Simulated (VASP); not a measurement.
# NaH (Fm-3m) in VASP: single point with PBEsol

Aim: the single point of NaH with PBEsol.

Everything below comes from runs of VASP 6.6.1. Logs are shortened: lines on timing, memory, paths and dates and some standing lists are left out, and cuts for length are marked.

## 1. The structure

Symmetry: Fm-3m, No. 225, cubic system. Conventional cell: a = 4.948 Å, b = 4.948 Å, c = 4.948 Å, α = 90.00°, β = 90.00°, γ = 90.00°. Around Na (site symmetry m-3m) lie 6 H at 2.47 Å. Around H (site symmetry m-3m) lie 6 Na at 2.47 Å.

## 2. Single point, PBEsol

INCAR reads:

```
PREC = Accurate
ENCUT = 520
EDIFF = 1E-6
ISMEAR = -1
SIGMA = 0.1
LREAL = False
LASPH = True
NELM = 100
ALGO = Fast
ISIF = 2
LWAVE = False
LCHARG = True
GGA = PS
LELF = True
LVHAR = True
NBANDS = 11
```

KPOINTS reads:

```
regular mesh
0
Gamma
  9 9 9
```

POSCAR reads:

```
NaH
1.0
    0.0000000000      2.4738900000      2.4738900000
    2.4738900000      0.0000000000      2.4738900000
    2.4738900000      2.4738900000      0.0000000000
Na H
1 1
Direct
    0.0000000000      0.0000000000      0.0000000000
    0.5000000000      0.5000000000      0.5000000000
```

Potentials or basis: VASP PAW PBE potentials, release 64 (Na_pv, H).

The run is started by

```console
$ cat potpaw_PBE.64/Na_pv/POTCAR potpaw_PBE.64/H/POTCAR > POTCAR
$ mpirun -np 1 vasp_std > vasp.out
```

OUTCAR:

```text
PREC = Accurate
   ENCUT = 520
   EDIFF = 1E-6
   ISMEAR = -1
   LREAL = False
   LASPH = True
   NELM = 100
   ISIF = 2
   GGA = PS

 ion  position               nearest neighbor table
   1  0.000  0.000  0.000-
   2  0.500  0.500  0.500-

  LATTYP: Found a face centered cubic cell.
 ALAT       =     4.9477800000

  Lattice vectors:

 A1 = (   0.0000000000,   2.4738900000,   2.4738900000)
 A2 = (   2.4738900000,   0.0000000000,   2.4738900000)
 A3 = (   2.4738900000,   2.4738900000,   0.0000000000)

Analysis of symmetry for initial positions (statically):
=====================================================================
 Subroutine PRICEL returns:
 Original cell was already a primitive cell.

 Routine SETGRP: Setting up the symmetry group for a
 face centered cubic supercell.

 Subroutine GETGRP returns: Found 48 space group operations
 (whereof 48 operations were pure point group operations)
 out of a pool of 48 trial point group operations.

The static configuration has the point symmetry O_h .

Analysis of symmetry for dynamics (positions and initial velocities):
=====================================================================
 Subroutine PRICEL returns:
 Original cell was already a primitive cell.

 Routine SETGRP: Setting up the symmetry group for a
 face centered cubic supercell.

 Subroutine GETGRP returns: Found 48 space group operations
 (whereof 48 operations were pure point group operations)
 out of a pool of 48 trial point group operations.

The dynamic configuration has the point symmetry O_h .

 Subroutine INISYM returns: Found 48 space group operations
 (whereof 48 operations are pure point group operations),
 and found     1 'primitive' translations

----------------------------------------------------------------------------------------

                                     Primitive cell

  volume of cell :      30.2811

  direct lattice vectors                    reciprocal lattice vectors
     0.000000000  2.473890000  2.473890000    -0.202110846  0.202110846  0.202110846
     2.473890000  0.000000000  2.473890000     0.202110846 -0.202110846  0.202110846
     2.473890000  2.473890000  0.000000000     0.202110846  0.202110846 -0.202110846

  length of vectors
     3.498608790  3.498608790  3.498608790     0.350066253  0.350066253  0.350066253

  position of ions in fractional coordinates (direct lattice)
     0.000000000  0.000000000  0.000000000
[... 86 lines left out ...]
   POTIM  = 0.5000    time-step for ionic-motion
   TEBEG  =    0.0;   TEEND  =   0.0 temperature during run
   PSTRESS=    0.0 pullay stress
   NELECT =       8.0000    total number of electrons
   NUPDOWN=      -1.0000    fix difference up-down
   EMIN   =  10.00;   EMAX   =-10.00  energy-range for DOS
   EFERMI =   0.00;   METHOD = LEGACY
   ISMEAR =    -1;   SIGMA  =   0.10  broadening in eV -4-tet -1-fermi 0-gaus
   EFERMI_NEDOS =   21; number of points for ismear=-14 and -15
   IALGO  =     68    algorithm
   IMIX   =      4    mixing-type and parameters
     AMIX     =   0.40;   BMIX     =  1.00
     AMIX_MAG =   1.60;   BMIX_MAG =  1.00
  volume/ion in A,a.u.               =      15.14       102.17
  Fermi-wavevector in a.u.,A,eV,Ry     =   1.050464  1.985089 15.013679  1.103474
  Thomas-Fermi vector in A             =   2.185468
   LORBIT       =      0    0 simple, 1 ext, 2 COOP (PROOUT), +10 PAW based schemes
   GGA     = PS    functional components
   LHFCALC =     F    Hartree Fock is set to
   AEXX    =    0.0000 exact exchange contribution
   IVDW    =     0    specifies the selected vdW correction
   LEPSILON=     F    determine dielectric tensor
   LRPA    =     F    only Hartree local field effects (RPA)
 non-spin polarized calculation
 RMM-DIIS sequential band-by-band and
  energy-cutoff  :      520.00
  volume of cell :       30.28
 maximum number of plane-waves:       869
 NGX is ok and might be reduce to    28
   NGX = 13   NGY = 13   NGZ = 13

 number of electron       8.0000004 magnetization

 Free energy of the ion-electron system (eV)
  ---------------------------------------------------
  ext. energy  EPLUGINS =         0.00000000
  ---------------------------------------------------
  free energy    TOTEN  =        -5.06877509 eV

  energy without entropy =       -5.06877509  energy(sigma->0) =       -5.06877509

 E-fermi :   0.5414     XC(G=0):  -7.6516

 val. band max:       -1.3707408528   @ k =  -0.3333   0.4444   0.1111
 cond. band min:       2.3785066663   @ k =  -0.4444   0.1111   0.0000
 fundamental gap:      3.7492475191
 Fermi energy:         0.5413870379

 k-point     1 :       0.0000    0.0000    0.0000
  band No.  band energies     occupation
      1     -23.4316      2.00000
      2     -23.4316      2.00000
      3     -23.4316      2.00000
      4      -4.8317      2.00000
      5       8.5010      0.00000
      6      13.5761      0.00000
      7      13.5761      0.00000
      8      13.5761      0.00000
      9      14.3586      0.00000
     10      14.3586      0.00000
     11      14.3586      0.00000
[... 309 lines left out ...]
 k-point    24 :       0.4444    0.4444    0.0000
  band No.  band energies     occupation
      1     -23.4974      2.00000
      2     -23.4567      2.00000
      3     -23.4567      2.00000
      4      -1.6580      2.00000
      5       3.1908      0.00000
      6       8.2856      0.00000
      7       8.8314      0.00000
      8       8.8314      0.00000
      9       9.8500      0.00000
     10      20.9093      0.00000
     11      22.7840      0.00000

 [... further k-points ...]

------------------------ aborting loop because EDIFF is reached ----------------------------------------

  FORCE on cell =-STRESS in cart. coord.  units (eV):
  Direction    XX          YY          ZZ          XY          YZ          ZX
  --------------------------------------------------------------------------------------
  -------------------------------------------------------------------------------------
  Total       -0.3739107     -0.3739107     -0.3739107     -0.0000000     -0.0000000     -0.0000000
  in kB      -19.7836901    -19.7836901    -19.7836901     -0.0000000     -0.0000000     -0.0000000
  external PRESSURE =     -19.7836901 kB  Pullay stress =       0.0000000 kB

 VOLUME and BASIS-vectors are now :
 -----------------------------------------------------------------------------
  energy-cutoff  :      520.00
  volume of cell :       30.28
      direct lattice vectors                 reciprocal lattice vectors
     0.000000000  2.473890000  2.473890000    -0.202110846  0.202110846  0.202110846
     2.473890000  0.000000000  2.473890000     0.202110846 -0.202110846  0.202110846
     2.473890000  2.473890000  0.000000000     0.202110846  0.202110846 -0.202110846

 POSITION                                       TOTAL-FORCE (eV/Angst)
 -----------------------------------------------------------------------------------
      0.00000      0.00000      0.00000         0.000000      0.000000      0.000000
      2.47389      2.47389      2.47389        -0.000000     -0.000000      0.000000
 -----------------------------------------------------------------------------------
    total drift:                               -0.000000      0.000000      0.000000

  FREE ENERGIE OF THE ION-ELECTRON SYSTEM (eV)
  ---------------------------------------------------
  free  energy   TOTEN  =        -5.0687750932 eV

  energy  without entropy=       -5.0687750896  energy(sigma->0) =       -5.06877509
```

stdout:

```text
POSCAR found type information on POSCAR NaH
 POSCAR found :  2 types and       2 ions
 scaLAPACK will be used
 -----------------------------------------------------------------------------
|                                                                             |
|                                                                             |
|     You enforced a specific xc type in the INCAR file but a different       |
|     I HOPE YOU KNOW WHAT YOU ARE DOING!                                     |
|                                                                             |
 -----------------------------------------------------------------------------

 LDA part: xc-table for (Slater+PW92), standard interpolation
 POSCAR, INCAR and KPOINTS ok, starting setup
 FFT: planning ... GRIDC
 FFT: planning ... GRID_SOFT
 FFT: planning ... GRID
 WAVECAR not read
 entering main loop
```

Run time: 20 s. Hardware: 1 thread of AMD EPYC 7R13 (Zen 3), shared host; peak memory 0.11 GiB.

What came out:

- Free energy: -5.0688 eV
- Pressure: -2.0 GPa
- Band gap on the k mesh: 3.75 eV, indirect (least direct gap 4.46 eV)

Caveat: the PAW data sets were made with another functional, which shifts forces and pressure a little; an odd mesh through Γ misses points on the zone boundary, where band edges often lie.
